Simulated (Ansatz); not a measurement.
The system is InPd.

```xyz
2
Lattice="3.2719 0.0000 0.0000 0.0000 3.2719 0.0000 0.0000 0.0000 3.2719" Properties=species:S:1:pos:R:3 pbc="T T T"
In    0.0000    0.0000    0.0000
Pd    1.6359    1.6359    1.6359
```

The cell comes from a database or a generator and needn't be the stable form of this composition.

| Item | Value |
| --- | --- |
| Program | Ansatz 0.2.0 |
| Task | relaxation of cell and atoms |
| Functional | PBEsol |
| Dispersion | D4 |
| Potentials or basis | Ansatz PAW |
| Cutoff | 420 eV (not typed: the program's choice for these potentials) |
| k mesh | 8 × 8 × 8 |
| Occupations | fermi-dirac, width 0.05 eV |
| Spin | no spin polarisation |

At the start: volume 17.51 Å³/atom.

Q: Where does the relaxation end?

A: It ends after 5 steps and the volume is 16.81 Å³/atom (-4.0 %); space group Pm-3m (No. 221, to 0.05 Å).

Step by step:
| step | energy change (eV) | largest force (eV/Å) | volume (Å³) |
| --- | --- | --- | --- |
| 1 | 0.0000 | 0.0000 | 35.03 |
| 2 | -0.0247 | 0.0000 | 33.81 |
| 3 | -0.0252 | 0.0000 | 33.60 |
| 4 | -0.0252 | 0.0000 | 33.62 |
| 5 | -0.0246 | 0.0000 | 33.62 |

Final structure:
```yaml
crystal:
  lattice:
    - [3.22757, 0.00000, 0.00000]
    - [0.00000, 3.22757, 0.00000]
    - [0.00000, 0.00000, 3.22757]
  atoms:
    - { symbol: In, position: [0.00000, 0.00000, 0.00000] }
    - { symbol: Pd, position: [0.50000, 0.50000, 0.50000] }
```

Caveat: the plane-wave basis is chosen anew once the cell has moved, so the energies of steps on either side of that aren't comparable; pairwise dispersion overbinds metals, which lowers pressure and volume; the PAW data sets come from PBE, with cores solved anew for the run's functional, which leaves a small shift of forces and pressure.
